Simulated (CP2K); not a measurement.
The system is HfC.

```
Hf C
1.0
     2.43943    0.00000    0.00000
     0.00000    4.69500    0.00000
     0.00000    0.00000    2.56227
Hf C
1 1
Direct
  0.00000 0.00000 0.00000
  0.00000 0.50000 0.75000
```

The cell was built by a generator and needn't be a form met in nature.

Base run:

```yaml
Program: CP2K 2026.2
Functional: PBEsol
Potentials_or_basis: POTENTIAL_UZH Hf GTH-PBE-q12, C GTH-PBE-q4; TZVP-MOLOPT-PBE-GTH basis
Density_cutoff: 9184 eV
k_mesh: 11 × 6 × 10
Occupations: fermi-dirac, width 0.05 eV
Spin: no spin polarisation
```

Its results: band gap on the k mesh none (metal or under the smearing width); pressure 5.6 GPa; largest force 0.123 eV/Å.

Task: After a change of settings the same cell gave: band gap on the k mesh none (metal or under the smearing width); pressure -20.7 GPa; largest force 0.096 eV/Å. Which change was it?
A. functional from PBEsol to BEEF-vdW
B. functional from PBEsol to LDA
C. functional from PBEsol to MS2
D. functional from PBEsol to HLE16

Result: D.

Caveats: the potentials were made for another functional, which shifts forces and pressure; the basis of atomic orbitals isn't converged, which shifts pressures, moduli and gaps; the potentials were made for a functional far from this one (some runs).

Runs at the PBE level aren't shown here.
